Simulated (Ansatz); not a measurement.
# Os (P6_3/mmc) in Ansatz: notebook

The runs below take Os through relaxation of cell and atoms, single point, with BLYP+D4, r2SCAN+rVV10, SVWN5, PBE.

Program: Ansatz 0.2.0. These are calculated values, not measurements. Logs are shortened: lines on timing, memory, paths and dates and some standing lists are left out, and cuts for length are marked.

**1. Starting point**

The structure is hexagonal, space group P6_3/mmc (No. 194). The conventional cell has a = 2.734 Å, b = 2.734 Å, c = 4.320 Å, α = 90.00°, β = 90.00°, γ = 120.00°. Around Os (site symmetry -6m2) lie 12 Os at 2.68 to 2.73 Å.

**2. Relaxation of cell and atoms, BLYP+D4**

File input.yaml:

```yaml
crystal:
  lattice:
    - [2.7341, 0.0, 0.0]
    - [-1.36705, 2.3678000565, 0.0]
    - [0.0, 0.0, 4.3197]
  atoms:
    - { symbol: Os, position: [0.6666666667, 0.3333333333, 0.75] }
    - { symbol: Os, position: [0.3333333333, 0.6666666667, 0.25] }
hamiltonian:
  xc: blyp
  pseudopotentials: { kind: paw }
  dispersion: d4
kpoints:
  mp_grid: { grid: [11, 11, 6] }
scf:
  occupations: { method: fermi_dirac, width: 0.05 }
output:
  forces: true
  stress: true
relax:
  f_tol: 0.01
  max_steps: 40
  cell: { stress_tol: 0.05 }
```

Potentials or basis: Ansatz PAW.

Run with:

```sh
ansatz run input.yaml --threads 2 --pin off --max-ram 5120MiB --backend cpu --events-out ev --progress --plain --runs-dir out
```

Output:

```text
Warning: RAYON_NUM_THREADS=2 ignored (pool sized by the plan → 2); use --threads N
Engine: ansatz 0.2.0, aarch64-unknown-linux-gnu
Pseudopotentials: kind: paw
Pseudopotential: Os, paw, valence charge 16, recommended cutoff 420 eV (normal), Os.paw.azcp
Functional definition: BLYP
  parameter beta = 0.0042
  parameter a = 0.04918
  parameter b = 0.132
  parameter c = 0.2533
  parameter d = 0.349
  exchange = b88_x(beta = beta)
  correlation = lyp_c(a = a, b = b, c = c, d = d)
Crystal: 2 atoms, lattice volume = 27.965 Å³
Basis set: ecut = 420 eV, 537 PW (Γ), exchange–correlation on 40×40×60 points (8 copies of the dense FFT grid, shifted against one another)
Bands: 20, of which v1, the nominal top of the filled ones, is band 16 counted from 1 (15 counted from 0)
Symmetry: 24 space group operations
Space group: P63/mmc (ITA 194), of the structure as read, at distance tolerance 3.0e-5 Å
k-points: 64 of 726
Non-local potential: Os, projectors of the file, l = 0: 3, l = 1: 2, l = 2: 2, l = 3: 1
PAW form: soft (Blöchl's): semilocal exchange-correlation on the pseudo side does not see the compensation charge
PAW frozen core: Os, regenerated for the run's functional, and the local potential with it (the file was generated under x = pbe(κ = 0.804, μ = 0.2195149727645171), c = pbe(β = 0.06672455060314922))
PAW one-centre angular grid: Os, 590 points (default); XC on 64 Gauss nodes
Initial density: superposition of atomic densities (neutral atoms: chi_scale 0, normalization atom), corrected by the library's trained network
Initial wavefunctions: pseudopotential atomic-orbital guess
Functional: x = b88, c = lyp
SCF iter   1: F=—  HF=-22821.365256 eV  |F-HF|=—  |Δ(HF+E_count)|=         —  Δρ=1.29e-2  dr2=2.94e-2  ethr=1.77e-3  ⟨swp⟩=4.8  Hψ=5044  notcnv=0
preconditioner: auto → none  [metal: Δε(μ)=0.075 eV  Ē_g=6.764 eV  σ=0.050 eV  W_gap=0.35  n_scr=8 (ndim 8)  ℏωp=28.1 eV  f_vac=0.000  D(μ)=1.70/eV (n_scr^D=22)  sad-step TF]
SCF iter   2: F=—  HF=-22821.366760 eV  |F-HF|=—  |Δ(HF+E_count)|=   1.50e-3  Δρ=7.82e-3  dr2=1.08e-2  ethr=9.18e-5  ⟨swp⟩=1.3  Hψ=1813  notcnv=0
SCF iter   3: F=—  HF=-22821.367449 eV  |F-HF|=—  |Δ(HF+E_count)|=   6.89e-4  Δρ=4.34e-4  dr2=3.42e-5  ethr=3.36e-5  ⟨swp⟩=2.0  Hψ=2040  notcnv=0
SCF iter   4: F=—  HF=-22821.367464 eV  |F-HF|=—  |Δ(HF+E_count)|=   1.51e-5  Δρ=8.20e-5  dr2=4.78e-7  ethr=1.07e-7  ⟨swp⟩=2.2  Hψ=1916  notcnv=0
iter 5 did not close the SCF: its close was put off for the readings that it lacked (scf_convergence_deferred on its scf_iter line)
SCF iter   5: F=-22821.367466 eV  HF=-22821.367466 eV  |F-HF|=1.27e-9  |Δ(HF+E_count)|=   1.57e-6  Δρ=1.51e-5  dr2=3.72e-8  ethr=1.49e-9  ⟨swp⟩=2.3  Hψ=2042  notcnv=0
SCF iter   6: F=-22821.367466 eV  HF=-22821.367466 eV  |F-HF|=1.36e-9  |Δ(HF+E_count)|=   1.04e-8  Δρ=2.88e-6  dr2=7.97e-10  ethr=1.16e-10  ⟨swp⟩=1.9  Hψ=4410  notcnv=0
SCF 1 converged in 6 iterations: F = -22821.367466 eV  dr2 = 7.97e-10
relax step   1: F+E_penalty+E_count = -22821.36746555 eV  Δ(F+E_penalty+E_count) = +0.000e0 eV  max|allowed force component| = 1.480e-16 eV/Å  Δτ_max = 0.0000 Å  P = +10.779 GPa  Ω = 27.965 Å³  (6 SCF iters, dr2 threshold 1.00e-7 eV, accepted)
Crystal: 2 atoms, lattice volume = 30.222 Å³
Basis set: ecut = 420 eV, 591 PW (Γ), exchange–correlation on 40×40×60 points (8 copies of the dense FFT grid, shifted against one another)
Initial density: handed on by an earlier stage of this run
Initial wavefunctions: those handed on with the density
iter 1 solved again at ethr=3.16e-6 eV; its pass at ethr=3.10e-3 eV (dr2=1.01e-3 eV) is discarded
SCF iter   1: F=—  HF=-22821.302945 eV  |F-HF|=—  |Δ(HF+E_count)|=         —  Δρ=2.93e-3  dr2=9.70e-4  ethr=3.16e-6  ⟨swp⟩=2.4  Hψ=7542  notcnv=0
preconditioner: auto → none  [metal: Δε(μ)=0.083 eV  Ē_g=6.125 eV  σ=0.050 eV  W_gap=0.39  n_scr=8 (ndim 8)  ℏωp=27.0 eV  f_vac=0.000  D(μ)=1.85/eV (n_scr^D=22)]
SCF iter   2: F=—  HF=-22821.303408 eV  |F-HF|=—  |Δ(HF+E_count)|=   4.63e-4  Δρ=1.46e-3  dr2=2.23e-4  ethr=3.03e-6  ⟨swp⟩=1.0  Hψ=1280  notcnv=0
SCF iter   3: F=—  HF=-22821.303594 eV  |F-HF|=—  |Δ(HF+E_count)|=   1.86e-4  Δρ=9.90e-5  dr2=2.47e-6  ethr=6.96e-7  ⟨swp⟩=2.2  Hψ=1726  notcnv=0
SCF iter   4: F=—  HF=-22821.303595 eV  |F-HF|=—  |Δ(HF+E_count)|=   3.71e-7  Δρ=2.29e-5  dr2=4.63e-8  ethr=7.72e-9  ⟨swp⟩=2.0  Hψ=2145  notcnv=0
iter 5 did not close the SCF: its close was put off for the readings that it lacked (scf_convergence_deferred on its scf_iter line)
[... 33 lines left out ...]
SCF iter   1: F=—  HF=-22821.391458 eV  |F-HF|=—  |Δ(HF+E_count)|=         —  Δρ=6.06e-6  dr2=5.69e-9  ethr=1.20e-11  ⟨swp⟩=3.1  Hψ=7366  notcnv=0
preconditioner: auto → none  [metal: Δε(μ)=0.081 eV  Ē_g=6.563 eV  σ=0.050 eV  W_gap=0.38  n_scr=8 (ndim 8)  ℏωp=27.7 eV  f_vac=0.000  D(μ)=1.69/eV (n_scr^D=22)]
iter 2 did not close the SCF: its close was put off for the readings that it lacked (scf_convergence_deferred on its scf_iter line)
SCF iter   2: F=-22821.391456 eV  HF=-22821.391456 eV  |F-HF|=3.60e-10  |Δ(HF+E_count)|=   1.72e-6  Δρ=2.66e-6  dr2=8.35e-10  ethr=1.20e-11  ⟨swp⟩=2.4  Hψ=2230  notcnv=0
iter 3 did not close the SCF: its close was put off for the readings that it lacked (scf_convergence_deferred on its scf_iter line)
SCF iter   3: F=-22821.391456 eV  HF=-22821.391456 eV  |F-HF|=2.55e-11  |Δ(HF+E_count)|=  4.00e-10  Δρ=3.92e-7  dr2=1.53e-11  ethr=2.61e-12  ⟨swp⟩=2.0  Hψ=1763  notcnv=0
iter 4 did not close the SCF: its close was put off for the readings that it lacked (scf_convergence_deferred on its scf_iter line)
SCF iter   4: F=-22821.391456 eV  HF=-22821.391456 eV  |F-HF|=7.28e-12  |Δ(HF+E_count)|=  2.91e-11  Δρ=4.75e-8  dr2=2.11e-13  ethr=1.00e-12  ⟨swp⟩=1.0  Hψ=1280  notcnv=0
iter 5 did not close the SCF: its close was put off for the readings that it lacked (scf_convergence_deferred on its scf_iter line)
SCF iter   5: F=-22821.391456 eV  HF=-22821.391456 eV  |F-HF|=7.28e-12  |Δ(HF+E_count)|=    0.00e0  Δρ=7.94e-9  dr2=1.31e-14  ethr=1.00e-12  ⟨swp⟩=1.0  Hψ=1280  notcnv=0
SCF iter   6: F=-22821.391456 eV  HF=-22821.391456 eV  |F-HF|=3.64e-12  |Δ(HF+E_count)|=  3.64e-12  Δρ=1.25e-9  dr2=2.40e-16  ethr=1.00e-12  ⟨swp⟩=1.0  Hψ=2816  notcnv=0
SCF 5 converged in 6 iterations: F = -22821.391456 eV  dr2 = 2.40e-16
relax step   5: F+E_penalty+E_count = -22821.39145648 eV  Δ(F+E_penalty+E_count) = -2.204e-6 eV  max|allowed force component| = 1.434e-16 eV/Å  Δτ_max = 0.0000 Å  P = -0.000 GPa  Ω = 28.707 Å³  energy of the carried Pulay correction = -3.192e-4 eV  (6 SCF iters, dr2 threshold 7.75e-9 eV, accepted)
Initial wavefunctions: pseudopotential atomic-orbital guess (no wavefunctions were taken with the density)
iter 1 solved again at ethr=1.37e-8 eV; its pass at ethr=3.10e-3 eV (dr2=4.38e-6 eV) is discarded
SCF iter   1: F=—  HF=-22821.391606 eV  |F-HF|=—  |Δ(HF+E_count)|=         —  Δρ=3.05e-4  dr2=7.28e-7  ethr=1.37e-8  ⟨swp⟩=3.6  Hψ=8986  notcnv=0
SCF iter   2: F=—  HF=-22821.391714 eV  |F-HF|=—  |Δ(HF+E_count)|=   1.07e-4  Δρ=1.52e-4  dr2=1.76e-7  ethr=2.27e-9  ⟨swp⟩=1.0  Hψ=1282  notcnv=0
SCF iter   3: F=—  HF=-22821.391750 eV  |F-HF|=—  |Δ(HF+E_count)|=   3.67e-5  Δρ=2.56e-6  dr2=7.27e-10  ethr=5.49e-10  ⟨swp⟩=1.0  Hψ=1280  notcnv=0
SCF iter   4: F=—  HF=-22821.391750 eV  |F-HF|=—  |Δ(HF+E_count)|=   5.70e-9  Δρ=7.74e-7  dr2=2.77e-11  ethr=2.27e-12  ⟨swp⟩=2.0  Hψ=2306  notcnv=0
iter 5 did not close the SCF: its close was put off for the readings that it lacked (scf_convergence_deferred on its scf_iter line)
SCF iter   5: F=-22821.391750 eV  HF=-22821.391750 eV  |F-HF|=1.09e-11  |Δ(HF+E_count)|=  3.93e-10  Δρ=7.20e-8  dr2=7.33e-14  ethr=1.00e-12  ⟨swp⟩=1.0  Hψ=1280  notcnv=0
iter 6 did not close the SCF: its close was put off for the readings that it lacked (scf_convergence_deferred on its scf_iter line)
SCF iter   6: F=-22821.391750 eV  HF=-22821.391750 eV  |F-HF|=0.00e0  |Δ(HF+E_count)|=  7.28e-12  Δρ=7.35e-9  dr2=1.49e-15  ethr=1.00e-12  ⟨swp⟩=1.0  Hψ=1280  notcnv=0
iter 7 did not close the SCF: its close was put off for the readings that it lacked (scf_convergence_deferred on its scf_iter line)
SCF iter   7: F=-22821.391750 eV  HF=-22821.391750 eV  |F-HF|=0.00e0  |Δ(HF+E_count)|=  7.28e-12  Δρ=7.46e-10  dr2=9.32e-17  ethr=1.00e-12  ⟨swp⟩=1.0  Hψ=1280  notcnv=0
iter 8 did not close the SCF: its close was put off for the readings that it lacked (scf_convergence_deferred on its scf_iter line)
SCF iter   8: F=-22821.391750 eV  HF=-22821.391750 eV  |F-HF|=1.46e-11  |Δ(HF+E_count)|=  7.28e-12  Δρ=9.59e-11  dr2=8.52e-19  ethr=1.00e-12  ⟨swp⟩=1.0  Hψ=1280  notcnv=0
SCF iter   9: F=-22821.391750 eV  HF=-22821.391750 eV  |F-HF|=3.64e-12  |Δ(HF+E_count)|=  7.28e-12  Δρ=3.74e-11  dr2=3.82e-19  ethr=1.00e-12  ⟨swp⟩=1.2  Hψ=2828  notcnv=0
SCF 6 converged in 9 iterations: F = -22821.391750 eV  dr2 = 3.82e-19
relax step   6: F+E_penalty+E_count = -22821.39175038 eV  Δ(F+E_penalty+E_count) = -2.939e-4 eV  max|allowed force component| = 1.758e-16 eV/Å  Δτ_max = 0.0000 Å  P = -0.008 GPa  Ω = 28.707 Å³  stress off target by 8.20e-3 GPa  SCF on the basis re-selected at this cell (its energy is not comparable with the rows above)  (9 SCF iters)
basis re-selected at this cell: Δ(F+E_penalty+E_count) = -2.939e-4 eV, ΔP = -0.008 GPa vs the last step (what re-selecting the basis moved, of the pressure what is left beyond the Pulay correction that the steps carried, after the strain that the cell walked since its last selection, with what the two solves' SCF thresholds leave and, on support functions, any second-order correction that the steps lacked; it is no measure of the basis error at this ecutwfc). This SCF's stress stands 8.20e-3 GPa from its target on what of the cell is left free (relax.cell.stress_tol is 5.00e-2 GPa) and its largest allowed force component is 1.76e-16 eV/Å (relax.f_tol is 1.00e-2 eV/Å): within both
SCF converged after 9 iterations
Free energy (F): -22821.391750 eV
Harris-Foulkes:  -22821.391750 eV  (|F-HF|=3.64e-12)
Internal energy: -22821.377219 eV  (E = F + TS)
E sigma→0 (E₀):  -22821.384485 eV
Entropy (-TS):   -0.014531 eV (-7.266 meV/atom)
Fermi energy:    25.678222 eV
--- Per-component energies (eV) ---
  E_band       = -134.588672
  E_kinetic    = 1126.042373
  E_local      = -1624.097130  (includes V_loc(G=0)·N_el)
  E_nonlocal   = -5.263920
  E_hartree    = 671.873881
  E_xc         = -525.584871
  E_vxc        = -557.581067  (∫ρ·V_xc dr)
  E_paw        = -18081.889683  (= ΣΔE_a)
  E_vpaw       = -417.436480  (= ΣTr[D̂ρ^β])
  E_aug_tail   = -0.000210  (compensation charges beyond the density's cutoff)
  E_ewald      = -4380.161281
  E_disp       = -2.606838  (pairwise vdW)
  E_core_change = 0.310460  (= ΣΔE_core)
  E_smearing   = -0.014531  (= −TS)
  E_closure    = -0.000000  (closes the sum)
  Σ components = -22821.391750   (vs F -22821.391750, Δ=0.00e0)
--- Forces (eV/Å), atoms counted from 1 ---
  atom   1  Os     0.00000000     0.00000000    -0.00000000
  atom   2  Os     0.00000000    -0.00000000     0.00000000
  max |Σ_I F_I| component: 1.85e-17 eV/Å
--- Stress (GPa, compression-positive) ---
       -0.008051      -0.000000      -0.000000
       -0.000000      -0.008051      -0.000000
       -0.000000      -0.000000      -0.008200
  P = ⅓ Tr σ = -0.0081 GPa (-0.081 kbar)
--- Relaxed structure (5 steps of the walk, 4 accepted, 1 SCFs on fresh bases) ---
  F+E_penalty+E_count = -22821.39175038 eV   max|allowed force component| = 1.758e-16 eV/Å   (the final SCF, on the basis selected at the relaxed cell)
  cell:  # Å, volume = 28.7066 Å³
    - [2.758737279885631, -4.626145381681316e-34, 2.313072690840658e-34]
    - [-1.3793686399428156, 2.3891365667481375, 2.849823076715749e-34]
    - [3.654504261949831e-34, 7.309008523899662e-34, 4.355427262864009]
  atoms:
    - { symbol: Os, position: [0.6666666666666666, 0.3333333333333333, 0.7499999999999999] }
    - { symbol: Os, position: [0.3333333333333333, 0.6666666666666666, 0.24999999999999997] }
```

Run time: 6 s. Hardware: 2 threads of Arm Neoverse V1, shared host; peak memory 0.31 GiB.

What came out:

| Quantity | Value |
| --- | --- |
| Free energy | -22821.3918 eV |
| Relaxed volume | 14.35 Å³/atom |
| Relaxed cell | a = 2.759 Å, b = 2.759 Å, c = 4.355 Å, α = 90.00°, β = 90.00°, γ = 120.00° |
| Space group after relaxing (to 0.05 Å) | P6_3/mmc (No. 194) |
| Energy gained by relaxing | 12.1 meV/atom |
| Ionic steps | 5 |
| Pressure after relaxing | 0.0 GPa |

The path:
```
step  energy change (eV)  largest force (eV/Å)  volume (Å³)
   1              0.0000                0.0000        27.96
   2             -0.0237                0.0000        28.78
   3             -0.0240                0.0000        28.71
   4             -0.0240                0.0000        28.71
   5             -0.0243                0.0000        28.71
```

Final structure:
```
Os
1.0
     2.75874    0.00000    0.00000
    -1.37937    2.38914    0.00000
     0.00000    0.00000    4.35543
Os
2
Cartesian
  1.3794 0.7964 3.2666
  0.0000 1.5928 1.0889
```

Caveat: the plane-wave basis is chosen anew once the cell has moved, so the energies of steps on either side of that aren't comparable; the PAW data sets come from PBE, with cores solved anew for the run's functional, which leaves a small shift of forces and pressure.

**3. Relaxation of cell and atoms, r2SCAN+rVV10**

Edit input.yaml of step 2 so:

```diff
@@ -9,5 +9,5 @@
 hamiltonian:
-  xc: blyp
+  xc: r2scan
   pseudopotentials: { kind: paw }
-  dispersion: d4
+  dispersion: rvv10
 kpoints:
@@ -19,2 +19,6 @@
   stress: true
+  write_density: true
+  write_potential: true
+  elf: true
+  volumetric_format: npy
 relax:
```

Potentials or basis: Ansatz PAW.

Run with:

```sh
ansatz run input.yaml --threads 2 --pin off --max-ram 5120MiB --backend cpu --events-out ev --progress --plain --runs-dir out
```

It took 14 s on 2 threads of Arm Neoverse V1, shared host; peak memory 0.44 GiB.

It converged, with:

| Item | Value |
| --- | --- |
| Free energy | -22789.6278 eV |
| Relaxed volume | 13.92 Å³/atom |
| Relaxed cell | a = 2.730 Å, b = 2.730 Å, c = 4.311 Å, α = 90.00°, β = 90.00°, γ = 120.00° |
| Space group after relaxing (to 0.05 Å) | P6_3/mmc (No. 194) |
| Energy gained by relaxing | 0.4 meV/atom |
| Ionic steps | 4 |
| Pressure after relaxing | 0.0 GPa |
| Band gap on the k mesh | none (metal or under the smearing width) |

The path:
```csv
step,energy change (eV),largest force (eV/Å),volume (Å³)
1,0.0000,0.0000,27.96
2,-0.0010,0.0000,27.83
3,-0.0010,0.0000,27.83
4,-0.0009,0.0000,27.83
```

Final structure:
```
CELL_PARAMETERS angstrom
2.73033 0.00000 0.00000
-1.36516 2.36453 0.00000
0.00000 0.00000 4.31112
ATOMIC_POSITIONS crystal
Os 0.66667 0.33333 0.75000
Os 0.33333 0.66667 0.25000
```

Levels at points of the mesh, in eV from the Fermi level:
```
            k point  band 14  band 15  band 16  band 17  band 18  band 19
 (0.00, 0.00, 0.00)    -2.27    -2.27    -1.61    -1.61     0.02     1.83
(0.00, 0.00, -0.50)    -3.36    -3.36    -3.36     1.00     1.00     1.00
```

Caveat: the plane-wave basis is chosen anew once the cell has moved, so the energies of steps on either side of that aren't comparable; pairwise dispersion overbinds metals, which lowers pressure and volume; the PAW data sets come from PBE, with cores solved anew for the run's functional, which leaves a small shift of forces and pressure.

**4. Relaxation of cell and atoms, SVWN5**

Edit input.yaml of step 3 so:

```diff
@@ -9,5 +9,4 @@
 hamiltonian:
-  xc: r2scan
+  xc: { exchange: slater, correlation: vwn5 }
   pseudopotentials: { kind: paw }
-  dispersion: rvv10
 kpoints:
@@ -19,6 +18,2 @@
   stress: true
-  write_density: true
-  write_potential: true
-  elf: true
-  volumetric_format: npy
 relax:
```

Run with:

```sh
ansatz run input.yaml --threads 2 --pin off --max-ram 5120MiB --backend cpu --events-out ev --progress --plain --runs-dir out
```

Wall time 4.1 s (2 threads of Arm Neoverse V1, shared host); peak memory 0.3 GiB.

It converged, with:

```yaml
Free_energy: -22238.7253 eV
Relaxed_volume: 13.69 Å³/atom
Relaxed_cell: a = 2.715 Å, b = 2.715 Å, c = 4.290 Å, α = 90.00°, β = 90.00°, γ = 120.00°
Space_group_after_relaxing_to_0.05_Å: P6_3/mmc (No. 194)
Energy_gained_by_relaxing: 8.1 meV/atom
Ionic_steps: 4
Pressure_after_relaxing: 0.0 GPa
```

Step by step:
```tsv
step	energy change (eV)	largest force (eV/Å)	volume (Å³)
1	0.0000	0.0000	27.96
2	-0.0163	0.0000	27.44
3	-0.0164	0.0000	27.39
4	-0.0162	0.0000	27.39
```

Final structure:
```xyz
2
Lattice="2.7149 0.0000 0.0000 -1.3575 2.3512 0.0000 0.0000 0.0000 4.2904" Properties=species:S:1:pos:R:3 pbc="T T T"
Os    1.3575    0.7837    3.2178
Os    0.0000    1.5675    1.0726
```

Caveat: the plane-wave basis is chosen anew once the cell has moved, so the energies of steps on either side of that aren't comparable; the PAW data sets come from PBE, with cores solved anew for the run's functional, which leaves a small shift of forces and pressure.

**5. Single point, PBE**

Edit input.yaml of step 4 so:

```diff
@@ -9,3 +9,3 @@
 hamiltonian:
-  xc: { exchange: slater, correlation: vwn5 }
+  xc: pbe
   pseudopotentials: { kind: paw }
@@ -15,2 +15,4 @@
   occupations: { method: fermi_dirac, width: 0.05 }
+basis:
+  ecutwfc: "500 eV"
 output:
@@ -18,5 +20,6 @@
   stress: true
-relax:
-  f_tol: 0.01
-  max_steps: 40
-  cell: { stress_tol: 0.05 }
+  eigenvalues: true
+  write_density: true
+  write_potential: true
+  elf: true
+  volumetric_format: npy
```

Run with:

```sh
ansatz run input.yaml --threads 2 --pin off --max-ram 5120MiB --backend cpu --events-out ev --progress --plain --runs-dir out
```

Wall time 1.6 s (2 threads of Arm Neoverse V1, shared host); peak memory 0.32 GiB.

The run converged. Its results:

| Property | Result |
| --- | --- |
| Free energy | -22769.0748 eV |
| Pressure | 8.8 GPa |
| Band gap on the k mesh | none (metal or under the smearing width) |

Stress tensor (GPa, compression positive):
```
8.63 0.00 0.00
0.00 8.63 0.00
0.00 0.00 9.05
```

Levels at points of the mesh, in eV from the Fermi level:
```tsv
k point	band 12	band 13	band 14	band 15	band 16	band 17	band 18	band 19	band 20
(0.00, 0.00, 0.00)	-3.01	-2.76	-2.17	-2.17	-1.52	-1.52	0.05	1.74	1.74
(0.00, 0.00, -0.50)	-3.54	-3.21	-3.21	-3.21	-3.21	0.96	0.96	0.96	0.96
```

Spin-orbit coupling is left out, which matters for the levels of Os.

**6. Overview**

```csv
task,level,cell,cutoff (eV),gap on the mesh (eV),pressure (GPa),relaxed volume (Å³/atom)
relaxation of cell and atoms,BLYP+D4,relaxed,420,-,0.0,14.35
relaxation of cell and atoms,r2SCAN+rVV10,relaxed,500,none,0.0,13.92
relaxation of cell and atoms,SVWN5,relaxed,420,-,0.0,13.69
single point,PBE,as given,500,none,8.8,-
```

Alike in all rows: potentials or basis Ansatz PAW; no spin polarisation; k mesh 11 × 11 × 6; smearing fermi-dirac 0.05 eV.

Caveats: the plane-wave basis is chosen anew once the cell has moved, so the energies of steps on either side of that aren't comparable (some runs); the PAW data sets come from PBE, with cores solved anew for the run's functional, which leaves a small shift of forces and pressure (some runs); pairwise dispersion overbinds metals, which lowers pressure and volume (some runs).

Total energies depend on the potentials used, so only differences within one code and one set of settings carry meaning.
